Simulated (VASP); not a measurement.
# KMgF₃: training a force field on the fly

KMgF₃, Pm-3m (no. 221), 40 atoms in the cell. PBE, machine-learned force field trained on the fly; PAW potentials K_pv, Mg, F (PBE set).

## Input

INCAR.step1:
```
  PREC = Normal
  ENCUT = 450
  EDIFF = 1E-5
  LREAL = Auto
  ALGO = Fast
  NELMIN = 4
  NELM = 100
  ISYM = 0
  ISMEAR = 0
  SIGMA = 0.05
  LWAVE = False
  LCHARG = False
  IBRION = 0
  ISIF = 2
  TEBEG = 1050
  POTIM = 2.0
  RANDOM_SEED = 172902 0 0
  MDALGO = 1
  ANDERSEN_PROB = 0.1
  NSW = 80
  ML_LMLFF = True
  ML_MODE = train
  ML_CTIFOR = 1E-6
  ML_ICRITERIA = 0
  ML_NMDINT = 1
```

INCAR.step2:
```
  PREC = Normal
  ENCUT = 450
  EDIFF = 1E-5
  LREAL = Auto
  ALGO = Fast
  NELMIN = 4
  NELM = 100
  ISYM = 0
  ISMEAR = 0
  SIGMA = 0.05
  LWAVE = False
  LCHARG = False
  IBRION = 0
  ISIF = 2
  TEBEG = 630
  POTIM = 2.0
  RANDOM_SEED = 979715 0 0
  MDALGO = 3
  LANGEVIN_GAMMA = 10 10 10
  NSW = 1500
  TEEND = 1312
  ML_LMLFF = True
  ML_MODE = train
  ML_CTIFOR = 0.02
```

INCAR.step3:
```
  PREC = Normal
  ENCUT = 450
  EDIFF = 1E-5
  LREAL = Auto
  ALGO = Fast
  NELMIN = 4
  NELM = 100
  ISYM = 0
  ISMEAR = 0
  SIGMA = 0.05
  LWAVE = False
  LCHARG = False
  ML_LMLFF = True
  ML_MODE = refit
```

INCAR.step4:
```
  PREC = Normal
  ENCUT = 450
  ISYM = 0
  ISMEAR = 0
  SIGMA = 0.05
  LWAVE = False
  LCHARG = False
  ML_LMLFF = True
  ML_MODE = run
  NWRITE = 2
  IBRION = -1
  NSW = 0
```

INCAR.step5:
```
  PREC = Normal
  ENCUT = 450
  EDIFF = 1E-5
  LREAL = Auto
  ALGO = Fast
  NELMIN = 4
  NELM = 100
  ISYM = 0
  ISMEAR = 0
  SIGMA = 0.05
  LWAVE = False
  LCHARG = False
```

INCAR.step6:
```
  PREC = Normal
  ENCUT = 450
  ISYM = 0
  ISMEAR = 0
  SIGMA = 0.05
  LWAVE = False
  LCHARG = False
  ML_LMLFF = True
  ML_MODE = run
  NWRITE = 0
  IBRION = 2
  NSW = 300
  EDIFFG = -2E-4
  ISIF = 2
```

INCAR.step9, as INCAR.step6 but for:
```
- IBRION = 2
- NSW = 300
- EDIFFG = -2E-4
+ IBRION = 6
+ NFREE = 2
+ POTIM = 0.01
+ NSW = 1
+ PHON_LMC = True
+ PHON_NSTRUCT = -1
```

KPOINTS:
```
k-points
0
Gamma
  1 1 1
```

POSCAR.step1:
```
KMgF3
1.0
    7.9718000000      0.0000000000      0.0000000000
    0.0000000000      7.9718000000      0.0000000000
    0.0000000000      0.0000000000      7.9718000000
K Mg F
8 8 24
Direct
    0.2546711000      0.2584751900      0.2486724800
    0.2620186100      0.2465451400      0.7540881300
    0.2526518700      0.7477055000      0.2493005100
    0.2497066200      0.7579634500      0.7483780000
    0.7415946000      0.2433868000      0.2445869600
    0.7514215600      0.2484546700      0.7552330700
    0.7394052700      0.7612240200      0.2612871900
    0.7522073800      0.7659952600      0.7544650100
    0.0012602800      0.0028085100      0.0033467100
    0.0056917800     -0.0034662700      0.4980131800
    0.0023813700      0.4987662700     -0.0004673300
    0.0114025700      0.4870942600      0.5026106300
    0.5027343400      0.0018345600     -0.0025781500
    0.4967721700      0.0106195300      0.5005255700
    0.4857526500      0.5093946200      0.0011982600
    0.4940842300      0.4987472200      0.4990143300
   -0.0028388700     -0.0015950200      0.2480710200
   -0.0036629500      0.0032394900      0.7406009200
   -0.0012649800      0.4910344900      0.2455322400
    0.0048186000      0.5058926200      0.7590221400
    0.5129835200     -0.0000685900      0.2505931600
    0.4937471900      0.0010136300      0.7532552600
    0.4916724500      0.5097728600      0.2486370500
    0.4965513800      0.4989384200      0.7497554300
   -0.0058016900      0.2378712500     -0.0109948100
    0.0030841900      0.2474681100      0.4938628400
   -0.0028505800      0.7459653600      0.0059878300
   -0.0020074300      0.7539605400      0.4971767800
    0.4996526300      0.2459577800     -0.0072756400
    0.5027041600      0.2558304500      0.5029593900
    0.4984905000      0.7378575700      0.0015836000
    0.5042637700      0.7535414500      0.4980231700
    0.2467207100      0.0008314500      0.0112644400
    0.2421812200     -0.0090091100      0.4929949900
    0.2408379000      0.5059697200     -0.0018318100
    0.2500281800      0.5005642500      0.5090264800
    0.7491377200     -0.0032679400      0.0133039700
    0.7638909300     -0.0067415600      0.4872343200
    0.7534539200      0.4924268700      0.0118256600
    0.7532718200      0.5058116300      0.4998420700
```

Commands (each step's output is kept before the next begins):
```
cat potpaw_PBE.64/K_pv/POTCAR potpaw_PBE.64/Mg/POTCAR potpaw_PBE.64/F/POTCAR > POTCAR
cp INCAR.step1 INCAR
cp POSCAR.step1 POSCAR
mpirun -np 8 vasp_gam > vasp.out
cp ML_ABN ../ML_AB
cp CONTCAR POSCAR
cp ../ML_AB ML_AB
cp INCAR.step2 INCAR
mpirun -np 8 vasp_gam > vasp.out
cp ML_ABN ../ML_AB
cp CONTCAR POSCAR
cp ../ML_AB ML_AB
cp INCAR.step3 INCAR
mpirun -np 8 vasp_gam > vasp.out
cp ML_FFN ../ML_FF
cp ../ML_FF ML_FF
rm ML_AB
cp INCAR.step4 INCAR
mpirun -np 8 vasp_gam > vasp.out
cp INCAR.step5 INCAR
mpirun -np 8 vasp_gam > vasp.out
cp INCAR.step6 INCAR
mpirun -np 8 vasp_gam > vasp.out
cp CONTCAR ../POSCAR.min
cp CONTCAR POSCAR
cp INCAR.step5 INCAR
mpirun -np 8 vasp_gam > vasp.out
cp INCAR.step4 INCAR
mpirun -np 8 vasp_gam > vasp.out
cp INCAR.step9 INCAR
mpirun -np 8 vasp_gam > vasp.out
cp DYNMATFULL ../DYNMATFULL
```

## Result

- Force error of the fit (eV/Å): 0.008
- Energy error of the fit (eV/atom): 0.0001

The training runs are MD at 630 to 1312 K, 3.2 ps in all.

Between the relaxed minimum and a frame of the training run, the force field gives 6.426 eV and DFT 6.424 eV.

ML_LOGFILE.step1:
```
# STATUS This line describes the overall status of each step.
# STATUS
# STATUS nstep ..... MD time step or input structure counter
# STATUS state ..... One-word description of step action
# STATUS             - "accurate"  (1) : Errors are low, force field is used
# STATUS             - "threshold" (2) : Errors exceeded threshold, structure is sampled from ab initio
# STATUS             - "learning"  (3) : Stored configurations are used for training force field
# STATUS             - "critical"  (4) : Errors are high, ab initio sampling and learning is enforced
# STATUS             - "predict"   (5) : Force field is used in prediction mode only, no error checking
# STATUS             - "predfast"  (6) : Prediction mode only, no error checking, no error estimates
# STATUS             - "interval"  (7) : Errors exceeded threshold, but too close to last sampling (ML_NMDINT)
# STATUS is ........ Integer representation of above one-word description (integer in parenthesis)
# STATUS doabin .... Perform ab initio calculation (T/F)
# STATUS iff ....... Force field available (T/F, False after startup hints to possible convergence problems)
[... 34 lines left out ...]
BEEF                   77   1.24123271E-06   5.69273235E-03   2.27352629E-03   1.00000000E-06   5.82381072E-02   3.92082577E-02
BEEF                   78   1.23840195E-06   5.80904952E-03   2.27090271E-03   1.00000000E-06   5.98176962E-02   3.97305855E-02
BEEF                   79   1.22496086E-06   4.90492779E-03   2.19519785E-03   1.00000000E-06   6.05034383E-02   4.00197943E-02
BEEF                   80   1.19707313E-06   4.60505905E-03   2.10748978E-03   1.00000000E-06   6.19540141E-02   4.05089932E-02
ERR                    77   1.06282551E-04   8.13941628E-03   1.48202344E-01
ERR                    78   1.19898719E-04   8.21628352E-03   1.52212636E-01
ERR                    79   1.14625828E-04   8.22030678E-03   1.52157723E-01
ERR                    80   1.33798367E-04   8.18720372E-03   1.51070726E-01
```

ML_LOGFILE.step2:
```
# STATUS This line describes the overall status of each step.
# STATUS
# STATUS nstep ..... MD time step or input structure counter
# STATUS state ..... One-word description of step action
# STATUS             - "accurate"  (1) : Errors are low, force field is used
# STATUS             - "threshold" (2) : Errors exceeded threshold, structure is sampled from ab initio
# STATUS             - "learning"  (3) : Stored configurations are used for training force field
# STATUS             - "critical"  (4) : Errors are high, ab initio sampling and learning is enforced
# STATUS             - "predict"   (5) : Force field is used in prediction mode only, no error checking
# STATUS             - "predfast"  (6) : Prediction mode only, no error checking, no error estimates
# STATUS             - "interval"  (7) : Errors exceeded threshold, but too close to last sampling (ML_NMDINT)
# STATUS is ........ Integer representation of above one-word description (integer in parenthesis)
# STATUS doabin .... Perform ab initio calculation (T/F)
# STATUS iff ....... Force field available (T/F, False after startup hints to possible convergence problems)
[... 31 lines left out ...]
SPRSC                1250        85        85 K        128       127 Mg       128       127 F        369       365
BEEF                 1497   2.25396856E-06   1.15846988E-02   4.09810387E-03   2.00000000E-02   1.74549215E-01   1.29937625E-01
BEEF                 1498   2.29271740E-06   1.14259239E-02   4.15160747E-03   2.00000000E-02   1.75882352E-01   1.31893879E-01
BEEF                 1499   2.30294625E-06   1.08847588E-02   4.15949775E-03   2.00000000E-02   1.77613060E-01   1.32815150E-01
BEEF                 1500   2.32987034E-06   1.04287251E-02   4.17825621E-03   2.00000000E-02   1.84280691E-01   1.35423062E-01
ERR                     0   1.32423809E-04   8.23475696E-03   1.51991434E-01
ERR                  1250   9.41582341E-05   9.59603425E-03   1.61967402E-01
```

ML_LOGFILE.step3:
```
# STATUS This line describes the overall status of each step.
# STATUS
# STATUS nstep ..... MD time step or input structure counter
# STATUS state ..... One-word description of step action
# STATUS             - "accurate"  (1) : Errors are low, force field is used
# STATUS             - "threshold" (2) : Errors exceeded threshold, structure is sampled from ab initio
# STATUS             - "learning"  (3) : Stored configurations are used for training force field
# STATUS             - "critical"  (4) : Errors are high, ab initio sampling and learning is enforced
# STATUS             - "predict"   (5) : Force field is used in prediction mode only, no error checking
# STATUS             - "predfast"  (6) : Prediction mode only, no error checking, no error estimates
# STATUS             - "interval"  (7) : Errors exceeded threshold, but too close to last sampling (ML_NMDINT)
# STATUS is ........ Integer representation of above one-word description (integer in parenthesis)
# STATUS doabin .... Perform ab initio calculation (T/F)
# STATUS iff ....... Force field available (T/F, False after startup hints to possible convergence problems)
[... 20 lines left out ...]
# BEEF bee_ave_stress ... Bayesian error estimate of stresses (average) (kB)
# BEEF              nstep       bee_energy    bee_max_force    bee_ave_force        threshold   bee_max_stress   bee_ave_stress
# BEEF                  2                3                4                5                6                7                8
# SPRSC This line shows the results of sparsification regarding the number
# SPRSC of reference structures and local reference configurations.
# SPRSC
STATUS                  0  learning  3      T      F         0         0
STATUS                  1  accurate  1      F      T         1         1
SPRSC                   0        85        85 K        127       127 Mg       127       127 F        365       365
ERR                     0   1.17932023E-04   7.58259800E-03   1.31640063E-01
```

VASP 6.6.1 took 412 s on 8 cores (Intel Xeon 6975P-C (Granite Rapids)), a shared host.
